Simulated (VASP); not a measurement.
# Cu in VASP: relaxation of the atoms with r2SCAN

Aim: the relaxation of the atoms of Cu with r2SCAN.

Everything below comes from runs of VASP 6.6.1. Logs are shortened: lines on timing, memory, paths and dates and some standing lists are left out, and cuts for length are marked.

## (1) Starting point

The cell holds a slab with vacuum, 9 atoms: a = 2.529 Å, b = 2.529 Å, c = 29.308 Å, α = 90.00°, β = 90.00°, γ = 90.00°.

The cell was built by a generator and needn't be a form met in nature.

## (2) Relaxation of the atoms, r2SCAN

The input, INCAR:

```
SYSTEM = Cu
ALGO     = Normal         ! electronic algorithm
EDIFF    = 1E-6           ! SCF threshold, eV
EDIFFG   = -0.01          ! ionic threshold
ENCUT    = 520            ! plane-wave cutoff, eV
IBRION   = 2              ! ionic algorithm
ISIF     = 2              ! what is computed and relaxed
ISMEAR   = 1              ! smearing method
KPAR     = 8            
LASPH    = .True.         ! aspherical terms in the spheres
LCHARG   = .False.        ! write CHGCAR
LMIXTAU  = .True.       
LREAL    = .False.        ! projectors in reciprocal space
LWAVE    = .False.        ! write WAVECAR
METAGGA  = R2SCAN         ! meta-GGA
NELM     = 60             ! most SCF steps
NSW      = 40             ! ionic steps
PREC     = Accurate       ! precision mode
SIGMA    = 0.2            ! smearing width, eV
```

The input, KPOINTS:

```
k-points
0
Gamma
  18 18 1
  0 0 0
```

The input, POSCAR:

```
Cu
1.0
    2.5293209563      0.0000000000      0.0000000000
    0.0000000000      2.5293209563      0.0000000000
    0.0000000000      0.0000000000     29.3080000000
Cu
9
Direct
    0.0000000000      0.0000000000      0.2559028252
    0.5000000000      0.5000000000      0.3169271189
    0.0000000000      0.0000000000      0.3779514126
    0.5000000000      0.5000000000      0.4389757063
    0.0000000000      0.0000000000      0.5000000000
    0.5000000000      0.5000000000      0.5610242937
    0.0000000000      0.0000000000      0.6220485874
    0.5000000000      0.5000000000      0.6830728811
    0.0000000000      0.0000000000      0.7440971748
```

Potentials or basis: VASP PAW PBE potentials, release 64 (Cu).

Started as:

```
> cat potpaw_PBE.64/Cu/POTCAR > POTCAR
> mpirun -np 8 vasp_std > vasp.out
```

OUTCAR:

```text
SYSTEM = Cu
   EDIFF = 1E-6
   EDIFFG = -0.01
   ENCUT = 520
   IBRION = 2
   ISIF = 2
   ISMEAR = 1
   LASPH = .True.
   LREAL = .False.
   METAGGA = R2SCAN
   NELM = 60
   NSW = 40
   PREC = Accurate

 ion  position               nearest neighbor table
   1  0.000  0.000  0.256-   2 2.53   2 2.53   2 2.53   2 2.53
   2  0.500  0.500  0.317-   1 2.53   1 2.53   1 2.53   1 2.53   3 2.53   3 2.53   3 2.53   3 2.53

   3  0.000  0.000  0.378-   2 2.53   4 2.53   2 2.53   4 2.53   2 2.53   4 2.53   2 2.53   4 2.53

   4  0.500  0.500  0.439-   3 2.53   5 2.53   3 2.53   5 2.53   3 2.53   5 2.53   3 2.53   5 2.53

   5  0.000  0.000  0.500-   4 2.53   6 2.53   4 2.53   6 2.53   4 2.53   6 2.53   4 2.53   6 2.53

   6  0.500  0.500  0.561-   5 2.53   7 2.53   5 2.53   7 2.53   5 2.53   7 2.53   5 2.53   7 2.53

   7  0.000  0.000  0.622-   6 2.53   8 2.53   6 2.53   8 2.53   6 2.53   8 2.53   6 2.53   8 2.53

   8  0.500  0.500  0.683-   9 2.53   9 2.53   9 2.53   9 2.53   7 2.53   7 2.53   7 2.53   7 2.53

   9  0.000  0.000  0.744-   8 2.53   8 2.53   8 2.53   8 2.53

  LATTYP: Found a simple tetragonal cell.
 ALAT       =     2.5293209563
 C/A-ratio  =    11.5872997166

  Lattice vectors:

 A1 = (   2.5293209563,   0.0000000000,   0.0000000000)
 A2 = (   0.0000000000,   2.5293209563,   0.0000000000)
 A3 = (   0.0000000000,   0.0000000000,  29.3080000000)

Analysis of symmetry for initial positions (statically):
=====================================================================
 Subroutine PRICEL returns:
 Original cell was already a primitive cell.

 Routine SETGRP: Setting up the symmetry group for a
 simple tetragonal supercell.

 Subroutine GETGRP returns: Found 16 space group operations
 (whereof 16 operations were pure point group operations)
 out of a pool of 16 trial point group operations.

The static configuration has the point symmetry D_4h.

Analysis of symmetry for dynamics (positions and initial velocities):
=====================================================================
 Subroutine PRICEL returns:
 Original cell was already a primitive cell.

 Routine SETGRP: Setting up the symmetry group for a
 simple tetragonal supercell.

 Subroutine GETGRP returns: Found 16 space group operations
 (whereof 16 operations were pure point group operations)
 out of a pool of 16 trial point group operations.

The dynamic configuration has the point symmetry D_4h.

 Subroutine INISYM returns: Found 16 space group operations
 (whereof 16 operations are pure point group operations),
 and found     1 'primitive' translations

----------------------------------------------------------------------------------------

                                     Primitive cell

  volume of cell :     187.4969

  direct lattice vectors                    reciprocal lattice vectors
     2.529320956  0.000000000  0.000000000     0.395363031  0.000000000  0.000000000
     0.000000000  2.529320956  0.000000000     0.000000000  0.395363031  0.000000000
     0.000000000  0.000000000 29.308000000     0.000000000  0.000000000  0.034120377

  length of vectors
     2.529320956  2.529320956 29.308000000     0.395363031  0.395363031  0.034120377

  position of ions in fractional coordinates (direct lattice)
     0.000000000  0.000000000  0.255902825
     0.500000000  0.500000000  0.316927119
     0.000000000  0.000000000  0.377951413
     0.500000000  0.500000000  0.438975706
     0.000000000  0.000000000  0.500000000
     0.500000000  0.500000000  0.561024294
     0.000000000  0.000000000  0.622048587
     0.500000000  0.500000000  0.683072881
     0.000000000  0.000000000  0.744097175

  ion indices of the primitive-cell ions
   primitive index   ion index
                 1           1
                 2           2
                 3           3
                 4           4
                 5           5
                 6           6
                 7           7
                 8           8
                 9           9

----------------------------------------------------------------------------------------

 KPOINTS: k-points

Automatic generation of k-mesh.
 Grid dimensions read from file:
 generate k-points for:   18   18    1

 Generating k-lattice:

  Cartesian coordinates                     Fractional coordinates (reciprocal lattice)
     0.021964613  0.000000000  0.000000000     0.055555556  0.000000000  0.000000000
     0.000000000  0.021964613  0.000000000     0.000000000  0.055555556  0.000000000
     0.000000000  0.000000000  0.034120377     0.000000000  0.000000000  1.000000000

  Length of vectors
     0.021964613  0.021964613  0.034120377

  Shift w.r.t. Gamma in fractional coordinates (k-lattice)
     0.000000000  0.000000000  0.000000000

 Subroutine IBZKPT returns following result:
 ===========================================

 Found     55 irreducible k-points:

 Following reciprocal coordinates:
            Coordinates               Weight
  0.000000  0.000000  0.000000      1.000000
  0.055556  0.000000  0.000000      4.000000
  0.111111  0.000000  0.000000      4.000000
  0.166667  0.000000  0.000000      4.000000
  0.222222  0.000000  0.000000      4.000000
  0.277778  0.000000  0.000000      4.000000
[... 16 lines left out ...]
  0.277778  0.111111  0.000000      8.000000
  0.333333  0.111111  0.000000      8.000000
 [... further k-points ...]
   k-points           NKPTS =     55   k-points in BZ     NKDIM =     55   number of bands    NBANDS=     59
   number of dos      NEDOS =    301   number of ions     NIONS =      9
   total plane-waves  NPLWV =  89600
   dimension x,y,z NGX =    20 NGY =   20 NGZ =  224
   dimension x,y,z NGXF=    40 NGYF=   40 NGZF=  448
   ions per type =               9
   NGX,Y,Z   is equivalent  to a cutoff of  13.15, 13.15, 12.71 a.u.
   NGXF,Y,Z  is equivalent  to a cutoff of  26.29, 26.29, 25.41 a.u.
 SYSTEM =  Cu
   PREC   = accura    normal or accurate (medium, high low for compatibility)
   ISTART =      0    job   : 0-new  1-cont  2-samecut
   ICHARG =      2    charge: 1-file 2-atom 10-const
   ISPIN  =      1    spin polarized calculation?
   LNONCOLLINEAR =      F non collinear calculations
   LSORBIT =      F    spin-orbit coupling
   LASPH  =      T    aspherical Exc in radial PAW
   ENCUT  =  520.0 eV  38.22 Ry    6.18 a.u.   4.70  4.70 54.49*2*pi/ulx,y,z
   NELM   =     60;   NELMIN=  2; NELMDL= -5     # of ELM steps
   EDIFF  = 0.1E-05   stopping-criterion for ELM
   LREAL  =      F    real-space projection
   EDIFFG = -.1E-01   stopping-criterion for IOM
   NSW    =     40    number of steps for IOM
   IBRION =      2    ionic relax: 0-MD 1-quasi-New 2-CG
   NFREE  =      1    steps in history (QN), initial steepest desc. (CG)
   ISIF   =      2    stress and relaxation
   ISYM   =      2    0-nonsym 1-usesym 2-fastsym
   POTIM  = 0.5000    time-step for ionic-motion
   TEBEG  =    0.0;   TEEND  =   0.0 temperature during run
   PSTRESS=    0.0 pullay stress
   NELECT =      99.0000    total number of electrons
   NUPDOWN=      -1.0000    fix difference up-down
   EMIN   =  10.00;   EMAX   =-10.00  energy-range for DOS
   EFERMI =   0.00;   METHOD = LEGACY
   ISMEAR =     1;   SIGMA  =   0.20  broadening in eV -4-tet -1-fermi 0-gaus
   EFERMI_NEDOS =   21; number of points for ismear=-14 and -15
   IALGO  =     38    algorithm
   IMIX   =      4    mixing-type and parameters
     AMIX     =   0.40;   BMIX     =  1.00
     AMIX_MAG =   1.60;   BMIX_MAG =  1.00
  volume/ion in A,a.u.               =      20.83       140.59
  Fermi-wavevector in a.u.,A,eV,Ry     =   1.323189  2.500465 23.821476  1.750829
  Thomas-Fermi vector in A             =   2.452815
   LORBIT       =      0    0 simple, 1 ext, 2 COOP (PROOUT), +10 PAW based schemes
   METAGGA = R2SCAN    functional components
   LHFCALC =     F    Hartree Fock is set to
   AEXX    =    0.0000 exact exchange contribution
   IVDW    =     0    specifies the selected vdW correction
   LEPSILON=     F    determine dielectric tensor
   LRPA    =     F    only Hartree local field effects (RPA)
 conjugate gradient relaxation of ions
 non-spin polarized calculation
 Methfessel and Paxton  Order N= 1 SIGMA  =   0.20
  energy-cutoff  :      520.00
  volume of cell :      187.50
 maximum number of plane-waves:      5103
 NGX is ok and might be reduce to    20
   NGX =  9   NGY =  9   NGZ =109

--------------------------------------- Ionic step        1  -------------------------------------------

 number of electron      98.9999946 magnetization

 Free energy of the ion-electron system (eV)
  ---------------------------------------------------
  ext. energy  EPLUGINS =         0.00000000
  ---------------------------------------------------
  free energy    TOTEN  =       -96.06104394 eV

  energy without entropy =      -96.05167547  energy(sigma->0) =      -96.05792112

------------------------ aborting loop EDIFF was not reached (unconverged)  ----------------------------

  FORCE on cell =-STRESS in cart. coord.  units (eV):
  Direction    XX          YY          ZZ          XY          YZ          ZX
  --------------------------------------------------------------------------------------
  -------------------------------------------------------------------------------------
  Total        0.5096336      0.5096336      1.7423606      0.0000000      0.0000000     -0.0000000
  in kB        4.3548639      4.3548639     14.8886234      0.0000000      0.0000000     -0.0000000
  external PRESSURE =       7.8661171 kB  Pullay stress =       0.0000000 kB

 VOLUME and BASIS-vectors are now :
 -----------------------------------------------------------------------------
  energy-cutoff  :      520.00
  volume of cell :      187.50
      direct lattice vectors                 reciprocal lattice vectors
     2.529320956  0.000000000  0.000000000     0.395363031  0.000000000  0.000000000
     0.000000000  2.529320956  0.000000000     0.000000000  0.395363031  0.000000000
     0.000000000  0.000000000 29.308000000     0.000000000  0.000000000  0.034120377
[... 277 lines left out ...]
  energy  without entropy=      -96.0604099657  energy(sigma->0) =      -96.06644177

--------------------------------------- Ionic step        8  -------------------------------------------

 number of electron      98.9999946 magnetization

 Free energy of the ion-electron system (eV)
  ---------------------------------------------------
  ext. energy  EPLUGINS =         0.00000000
  ---------------------------------------------------
  free energy    TOTEN  =       -96.06953860 eV

  energy without entropy =      -96.06050513  energy(sigma->0) =      -96.06652744

 E-fermi :   2.2711     XC(G=0):  -8.2496

 val. band max:        2.2692365259   @ k =   0.4444   0.2222   0.0000
 cond. band min:       2.2723665270   @ k =   0.2222   0.2222   0.0000
 fundamental gap:      0.0031300011
 Fermi energy:         2.2710959901

 k-point     1 :       0.0000    0.0000    0.0000
  band No.  band energies     occupation
      1      -7.4873      2.00000
      2      -7.0757      2.00000
      3      -6.4098      2.00000
      4      -5.4996      2.00000
      5      -4.4571      2.00000
      6      -3.5294      2.00000
[... 1477 lines left out ...]
     58       8.0989      0.00000
     59       8.6078      0.00000

 [... further k-points ...]

------------------------ aborting loop because EDIFF is reached ----------------------------------------

  FORCE on cell =-STRESS in cart. coord.  units (eV):
  Direction    XX          YY          ZZ          XY          YZ          ZX
  --------------------------------------------------------------------------------------
  -------------------------------------------------------------------------------------
  Total       -1.2451189     -1.2451189     -0.0824446      0.0000000      0.0000000      0.0000000
  in kB      -10.6396496    -10.6396496     -0.7044960      0.0000000      0.0000000      0.0000000
  external PRESSURE =      -7.3279318 kB  Pullay stress =       0.0000000 kB
[... 24 lines left out ...]
  FREE ENERGIE OF THE ION-ELECTRON SYSTEM (eV)
  ---------------------------------------------------
  free  energy   TOTEN  =       -96.0695385969 eV

  energy  without entropy=      -96.0605051277  energy(sigma->0) =      -96.06652744

 reached required accuracy - stopping structural energy minimisation
```

It took 36 min on 8 MPI ranks of AMD EPYC 9R45 (Zen 5), shared host; peak memory 0.64 GiB.

Results:

```yaml
Free_energy: -96.0695 eV
Energy_gained_by_relaxing: 0.9 meV/atom
Ionic_steps: 8
Largest_force_after_relaxing: 0.007 eV/Å
Band_gap_on_the_k_mesh: none (metal or under the smearing width)
```

Forces on the atoms (eV/Å):
```
Cu   0.000  0.000  0.000
Cu   0.000  0.000  0.001
Cu   0.000  0.000  0.005
Cu   0.000  0.000 -0.007
Cu   0.000  0.000  0.000
Cu   0.000  0.000  0.007
Cu   0.000  0.000 -0.005
Cu   0.000  0.000 -0.001
Cu   0.000  0.000  0.000
```

Step by step:
```csv
step,energy change (eV),largest force (eV/Å),pressure (GPa)
1,0.0000,0.2538,0.79
2,-0.0047,0.1213,-0.93
3,-0.0070,0.0928,-0.82
4,-0.0071,0.0865,-0.83
5,-0.0079,0.0498,-0.78
6,-0.0082,0.0442,-0.73
7,-0.0084,0.0206,-0.74
8,-0.0085,0.0071,-0.73
```

Final structure:
```cif
data_structure
_symmetry_space_group_name_H-M 'P 1'
_symmetry_Int_Tables_number 1
_cell_length_a 2.5293
_cell_length_b 2.5293
_cell_length_c 29.3080
_cell_angle_alpha 90.000
_cell_angle_beta 90.000
_cell_angle_gamma 90.000
_cell_volume 187.50
loop_
_atom_site_label
_atom_site_type_symbol
_atom_site_fract_x
_atom_site_fract_y
_atom_site_fract_z
_atom_site_occupancy
Cu1 Cu 0.00000 0.00000 0.25674 1
Cu2 Cu 0.50000 0.50000 0.31608 1
Cu3 Cu 0.00000 0.00000 0.37757 1
Cu4 Cu 0.50000 0.50000 0.43882 1
Cu5 Cu 0.00000 0.00000 0.50000 1
Cu6 Cu 0.50000 0.50000 0.56118 1
Cu7 Cu 0.00000 0.00000 0.62243 1
Cu8 Cu 0.50000 0.50000 0.68392 1
Cu9 Cu 0.00000 0.00000 0.74326 1
```

Caveat: the PAW data sets were made with another functional, which shifts forces and pressure a little.
